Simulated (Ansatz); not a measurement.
# InAs (F-43m) in Ansatz: notebook

The runs below take InAs through single point, relaxation of cell and atoms, with PBE, PBE+D4, LDA, revPBE+D3(BJ).

Everything below comes from runs of Ansatz 0.2.0. Logs are shortened: lines on timing, memory, paths and dates and some standing lists are left out, and cuts for length are marked.

**Measured values to compare with.**

From a printed reference work, data compilation, for a bulk crystal of InAs at 4.2 K: band gap 0.418 eV (direct).

The results are compared with them further down.

## (1) The structure

Symmetry: F-43m, No. 216, cubic system. Conventional cell: a = 6.036 Å, b = 6.036 Å, c = 6.036 Å, α = 90.00°, β = 90.00°, γ = 90.00°. In (site symmetry -43m) is surrounded by 4 As at 2.61 Å. As (site symmetry -43m) has 4 In at 2.61 Å as nearest neighbours.

## (2) Single point, PBE

File input.yaml:

```yaml
crystal:
  lattice:
    - [0.0, 3.018, 3.018]
    - [3.018, 0.0, 3.018]
    - [3.018, 3.018, 0.0]
  atoms:
    - { symbol: In, position: [0.0, 0.0, 0.0] }
    - { symbol: As, position: [0.75, 0.75, 0.75] }
kpoints:
  mp_grid: { grid: [8, 8, 8] }
scf:
  occupations: { method: gaussian, width: 0.013 }
hamiltonian:
  xc: pbe
  pseudopotentials: { kind: all_electron, lapw: { basis_error: 0.001 } }
output:
  forces: true
  stress: true
  eigenvalues: true
```

Potentials or basis: all-electron LAPW, scalar-relativistic.

Started as:

```console
ansatz run input.yaml --threads 1 --pin off --max-ram 3072MiB --backend cpu --events-out ev --progress --plain --runs-dir out
```

Standard output:

```text
Warning: RAYON_NUM_THREADS=1 ignored (pool sized by the plan → 1); use --threads N
LAPW: plane waves up to 8.619 Å⁻¹, error target 1.0e-3 eV per atom; small_component_spin mean_spin; As in spheres of 1.266 Å, 23 of its electrons in bands, Dirac shells []; In in spheres of 1.348 Å, 21 of its electrons in bands, Dirac shells [] (how accurate: hamiltonian.pseudopotentials.lapw.basis_error, Limitations)
Engine: ansatz 0.2.0, aarch64-unknown-linux-gnu
Pseudopotentials: kind: all_electron
Pseudopotential: In, LAPW, valence charge 21, lapw/all_electron/scalar/gaussian/In, Koelling and Harmon's equation, gaussian nucleus
Pseudopotential: As, LAPW, valence charge 23, lapw/all_electron/scalar/gaussian/As, Koelling and Harmon's equation, gaussian nucleus
Functional definition: PBE
  parameter kappa = 0.804
  parameter beta = 0.06672455060314922
  exchange = pbe_x(kappa = kappa, mu = beta*pi^2/3)
  correlation = pbe_c(beta = beta)
Crystal: 2 atoms, lattice volume = 54.978 Å³
Basis set: ecut = 283.0201242672384 eV, 609 PW (Γ), exchange–correlation at level 2
Bands: 27, of which v1, the nominal top of the filled ones, is band 22 counted from 1 (21 counted from 0)
Symmetry: 24 space group operations
Space group: F-43m (ITA 216), of the structure as read, at distance tolerance 3.8e-5 Å
k-points: 29 of 512 (time reversal used)
Non-local potential: In, projectors of the file, none
Non-local potential: As, projectors of the file, none
Initial density: superposition of atomic densities (chi_scale 0.1, normalization cell, long waves kept (reshape's long-wave potential 0.00 eV rms))
Initial wavefunctions: plane waves of lowest kinetic energy (no species holds an atomic orbital)
Functional: x = pbe(κ = 0.804, μ = 0.2195149727645171), c = pbe(β = 0.06672455060314922)
iter 1 solved again at ethr=2.01e-3 eV; its pass at ethr=1.00e-1 eV (dr2=8.83e-1 eV) is discarded
SCF iter   1: F=—  HF=-221570.600789 eV  |F-HF|=—  |Δ(HF+E_count)|=         —  Δρ=2.93e-2  dr2=8.85e-1  ethr=2.01e-3  ⟨swp⟩=2.0  Hψ=4983  notcnv=0
preconditioner: auto → none  [insulator: Δε(μ)=0.159 eV  Ē_g=15.129 eV  σ=0.013 eV  W_gap=1.00  n_scr=14 (ndim 8)  ℏωp=21.2 eV  f_vac=0.128  D(μ)=0.00/eV (n_scr^D=0)  ε∞_Penn≈3.0]
iter 2 solved again at ethr=9.80e-5 eV; its pass at ethr=2.01e-3 eV (dr2=4.31e-2 eV) is discarded
SCF iter   2: F=—  HF=-221570.344764 eV  |F-HF|=—  |Δ(HF+E_count)|=   2.56e-1  Δρ=9.20e-3  dr2=4.31e-2  ethr=9.80e-5  ⟨swp⟩=2.0  Hψ=4101  notcnv=0
SCF iter   3: F=—  HF=-221570.329164 eV  |F-HF|=—  |Δ(HF+E_count)|=         —  Δρ=4.66e-3  dr2=1.27e-2  ethr=9.80e-5  ⟨swp⟩=2.0  Hψ=2331  notcnv=0
the basis was enlarged: its passes take 153.8 KiB over the memory plan, 1 of 1 planned eigensolver slots
SCF iter   4: F=—  HF=-221570.329303 eV  |F-HF|=—  |Δ(HF+E_count)|=   1.39e-4  Δρ=1.72e-3  dr2=1.87e-3  ethr=2.88e-5  ⟨swp⟩=2.0  Hψ=2325  notcnv=0
SCF iter   5: F=—  HF=-221570.329236 eV  |F-HF|=—  |Δ(HF+E_count)|=   6.67e-5  Δρ=3.15e-4  dr2=7.13e-5  ethr=4.26e-6  ⟨swp⟩=2.0  Hψ=2314  notcnv=0
SCF iter   6: F=—  HF=-221570.329272 eV  |F-HF|=—  |Δ(HF+E_count)|=   3.60e-5  Δρ=5.81e-5  dr2=1.62e-6  ethr=1.62e-7  ⟨swp⟩=3.0  Hψ=2256  notcnv=0
SCF iter   7: F=-221570.329276 eV  HF=-221570.329276 eV  |F-HF|=1.31e-7  |Δ(HF+E_count)|=   3.62e-6  Δρ=9.74e-6  dr2=5.71e-8  ethr=3.69e-9  ⟨swp⟩=3.0  Hψ=2301  notcnv=0
SCF 1 converged in 7 iterations: F = -221570.329276 eV  dr2 = 5.71e-8
SCF converged after 7 iterations
Free energy (F): -221570.329276 eV
Harris-Foulkes:  -221570.329276 eV  (|F-HF|=1.31e-7)
Internal energy: -221570.329237 eV  (E = F + TS)
E sigma→0 (E₀):  -221570.329256 eV
Entropy (-TS):   -0.000039 eV (-0.020 meV/atom)
Fermi energy:    9.748243 eV
--- Per-component energies (eV) ---
  E_band       = -1912.397776
  E_kinetic    = 230887.849312
  E_xc         = -6636.097040
  E_electrostatic = -445822.081509  (all electrons and nuclei)
  E_smearing   = -0.000039  (= −TS)
  E_closure    = 0.000000  (closes the sum)
  E_atoms      = -221562.685075  (free atoms, spherical and without spin; not in F)
  Σ components = -221570.329276   (vs F -221570.329276, Δ=0.00e0)
  Basis errors (estimates in eV, not in F): energy 4.4e-4 per atom: plane waves 4.0e-4 (2.4e-4 summed), levels above the bands 0.0e0, relativity 5.6e-8, radial functions 4.1e-5, core shells 4.0e-7; eigenvalues (radial functions only) 1.2e-6; not estimated: angular momenta, meshes, grids; target (lapw.basis_error) 1.0e-3; muffin-tin radii As 1.266 Å, In 1.348 Å
--- Forces (eV/Å), atoms counted from 1 ---
  atom   1  In     0.00000000    -0.00000000    -0.00000000
  atom   2  As    -0.00000000     0.00000000     0.00000000
  max |Σ_I F_I| component: 2.31e-17 eV/Å
--- Stress (GPa, compression-positive) ---
        4.303531       0.000000      -0.000000
        0.000000       4.303531       0.000000
       -0.000000       0.000000       4.303531
  P = ⅓ Tr σ = 4.3035 GPa (43.035 kbar)
--- Band table (eV; the first three rows and the last of 29) ---
  k-point 0: bands = ["-174.8222", "-118.1940", "-118.1940", "-118.1940", "-105.4607", "-63.9469", "-63.9469", "-63.9469", "-25.2398", "-25.2398", "-25.2398", "-25.2319", "-25.2319", "-4.6576", "-4.6576", "-4.6576", "-4.5297", "-4.5297", "-2.1538", "9.5751", "9.7443", "9.7443", "9.7443", "13.6654", "13.6654", "13.6654", "17.2850"]
  k-point 1: bands = ["-174.8222", "-118.1940", "-118.1940", "-118.1940", "-105.4607", "-63.9469", "-63.9469", "-63.9469", "-25.2398", "-25.2397", "-25.2397", "-25.2319", "-25.2319", "-4.6782", "-4.6516", "-4.6516", "-4.5299", "-4.5299", "-1.9907", "7.8653", "9.5510", "9.5510", "10.8649", "13.8207", "13.9473", "13.9473", "18.1182"]
  k-point 2: bands = ["-174.8222", "-118.1940", "-118.1940", "-118.1940", "-105.4607", "-63.9469", "-63.9469", "-63.9469", "-25.2398", "-25.2396", "-25.2396", "-25.2318", "-25.2318", "-4.7247", "-4.6387", "-4.6387", "-4.5286", "-4.5286", "-1.5444", "6.0418", "9.1701", "9.1701", "11.0080", "14.3824", "14.3824", "14.9268", "18.1288"]
  k-point 28: bands = ["-174.8222", "-118.1940", "-118.1940", "-118.1940", "-105.4607", "-63.9470", "-63.9469", "-63.9469", "-25.2397", "-25.2397", "-25.2393", "-25.2318", "-25.2316", "-4.8204", "-4.6061", "-4.5819", "-4.5455", "-4.5216", "-0.0710", "4.0358", "6.7754", "6.8574", "13.9835", "14.0427", "14.7670", "15.8394", "19.6164"]
```

Run time: 14 s. Hardware: 1 thread of Arm Neoverse V2, shared host; peak memory 0.29 GiB.

Results:

```yaml
Free_energy: -221570.3293 eV
Pressure: 4.3 GPa
Band_gap_on_the_k_mesh: none (metal or under the smearing width)
```

Levels at points of the mesh, in eV from the Fermi level:
```tsv
k point	band 18	band 19	band 20	band 21	band 22	band 23	band 24	band 25	band 26	band 27
(0.00, 0.00, 0.00)	-14.28	-11.90	-0.17	0.00	0.00	0.00	3.92	3.92	3.92	7.54
(0.00, 0.00, -0.50)	-14.27	-10.42	-5.79	-1.00	-1.00	0.97	4.69	4.69	6.86	9.07
(0.00, -0.50, -0.50)	-14.26	-9.87	-5.86	-2.34	-2.34	1.54	2.07	9.22	9.31	9.31
```

Caveat: this crystal is a semiconductor, whose small gap the functional closes, so the metal is an error of the method.

## (3) Relaxation of cell and atoms, PBE+D4

Edit input.yaml of step 2 so:

```diff
@@ -11,5 +11,6 @@
 scf:
-  occupations: { method: gaussian, width: 0.013 }
+  occupations: { method: fermi_dirac, width: 0.05 }
 hamiltonian:
   xc: pbe
+  dispersion: d4
   pseudopotentials: { kind: all_electron, lapw: { basis_error: 0.001 } }
@@ -18,2 +19,5 @@
   stress: true
-  eigenvalues: true
+relax:
+  f_tol: 0.01
+  max_steps: 60
+  cell: {}
```

Potentials or basis: all-electron LAPW, scalar-relativistic.

Started as:

```console
ansatz run input.yaml --threads 1 --pin off --max-ram 3072MiB --backend cpu --events-out ev --progress --plain --runs-dir out
```

Wall time 39 s (1 thread of Arm Neoverse V2, shared host); peak memory 0.33 GiB.

It converged, with:

```yaml
Free_energy: -221571.0401 eV
Relaxed_volume: 28.52 Å³/atom
Relaxed_cell: a = 4.321 Å, b = 4.321 Å, c = 4.321 Å, α = 60.00°, β = 60.00°, γ = 60.00°
Space_group_after_relaxing_to_0.05_Å: F-43m (No. 216)
Energy_gained_by_relaxing: 6.5 meV/atom
Ionic_steps: 4
Pressure_after_relaxing: 0.0 GPa
```

The path:
```
step  energy change (eV)  largest force (eV/Å)  volume (Å³)
   1              0.0000                0.0000        54.98
   2             -0.0117                0.0000        57.68
   3             -0.0130                0.0000        57.05
   4             -0.0130                0.0000        57.05
```

Final structure:
```xyz
2
Lattice="0.0000 3.0554 3.0554 3.0554 0.0000 3.0554 3.0554 3.0554 0.0000" Properties=species:S:1:pos:R:3 pbc="T T T"
In    0.0000    0.0000    0.0000
As    4.5830    4.5830    4.5830
```

## (4) Relaxation of cell and atoms, LDA

Edit input.yaml of step 3 so:

```diff
@@ -13,4 +13,3 @@
 hamiltonian:
-  xc: pbe
-  dispersion: d4
+  xc: lda
   pseudopotentials: { kind: all_electron, lapw: { basis_error: 0.001 } }
```

Started as:

```console
ansatz run input.yaml --threads 1 --pin off --max-ram 3072MiB --backend cpu --events-out ev --progress --plain --runs-dir out
```

Run time: 34 s. Hardware: 1 thread of Arm Neoverse V2, shared host; peak memory 0.32 GiB.

It converged, with:

```
Free energy                            : -221347.4415 eV
Relaxed volume                         : 27.37 Å³/atom
Relaxed cell                           : a = 4.262 Å, b = 4.262 Å, c = 4.262 Å, α = 60.00°, β = 60.00°, γ = 60.00°
Space group after relaxing (to 0.05 Å) : F-43m (No. 216)
Energy gained by relaxing              : 0.1 meV/atom
Ionic steps                            : 4
Pressure after relaxing                : 0.0 GPa
```

Step by step:
```tsv
step	energy change (eV)	largest force (eV/Å)	volume (Å³)
1	0.0000	0.0000	54.98
2	-0.0002	0.0000	54.64
3	-0.0002	0.0000	54.73
4	-0.0002	0.0000	54.73
```

Final structure:
```xyz
2
Lattice="0.0000 3.0135 3.0135 3.0135 0.0000 3.0135 3.0135 3.0135 0.0000" Properties=species:S:1:pos:R:3 pbc="T T T"
In    0.0000    0.0000    0.0000
As    4.5202    4.5202    4.5202
```

LDA usually gives volumes a few per cent too small. Zero-point motion and thermal expansion aren't in these numbers.

## (5) Relaxation of cell and atoms, revPBE+D3(BJ)

Edit input.yaml of step 4 so:

```diff
@@ -13,3 +13,4 @@
 hamiltonian:
-  xc: lda
+  xc: revpbe
+  dispersion: d3bj
   pseudopotentials: { kind: all_electron, lapw: { basis_error: 0.001 } }
```

Started as:

```console
ansatz run input.yaml --threads 1 --pin off --max-ram 3072MiB --backend cpu --events-out ev --progress --plain --runs-dir out
```

Wall time 38 s (1 thread of Arm Neoverse V2, shared host); peak memory 0.33 GiB.

The run converged. Its results:

```
Free energy                            : -221581.7272 eV
Relaxed volume                         : 28.23 Å³/atom
Relaxed cell                           : a = 4.306 Å, b = 4.306 Å, c = 4.306 Å, α = 60.00°, β = 60.00°, γ = 60.00°
Space group after relaxing (to 0.05 Å) : F-43m (No. 216)
Energy gained by relaxing              : 3.4 meV/atom
Ionic steps                            : 4
Pressure after relaxing                : 0.0 GPa
```

Step by step:
```csv
step,energy change (eV),largest force (eV/Å),volume (Å³)
1,0.0000,0.0000,54.98
2,-0.0062,0.0000,56.92
3,-0.0069,0.0000,56.46
4,-0.0069,0.0000,56.46
```

Final structure:
```
In As
1.0
     0.00000    3.04496    3.04496
     3.04496    0.00000    3.04496
     3.04496    3.04496    0.00000
In As
1 1
Direct
  0.00000 0.00000 0.00000
  0.75000 0.75000 0.75000
```

Zero-point motion and thermal expansion aren't in these numbers.

## (6) Overview

```tsv
task	level	cell	cutoff (eV)	smearing	pressure (GPa)	relaxed volume (Å³/atom)
single point	PBE	as given	283	gaussian 0.013 eV	4.3	-
relaxation of cell and atoms	PBE+D4	relaxed	-	fermi-dirac 0.05 eV	0.0	28.52
relaxation of cell and atoms	LDA	relaxed	-	fermi-dirac 0.05 eV	0.0	27.37
relaxation of cell and atoms	revPBE+D3(BJ)	relaxed	-	fermi-dirac 0.05 eV	0.0	28.23
```

Alike in all rows: potentials or basis all-electron LAPW, scalar-relativistic; no spin polarisation; k mesh 8 × 8 × 8; basis error allowed 0.001 eV/atom.

Caveats: this crystal is a semiconductor, whose small gap the functional closes, so the metal is an error of the method (some runs).

Compare energies only between runs with the same functional and basis.

## (7) Comparison with measurements

Step 2. Measured gap of InAs: 0.418 eV (direct; 4.2 K; a printed reference work, data compilation). This calculation gives 0.00 eV (-0.42 eV). Spin-orbit coupling on As, In is left out. The value is that of PBE on a finite k mesh, which can miss the band edges, without temperature or zero-point motion. Semilocal functionals fall short of measured gaps as a rule.
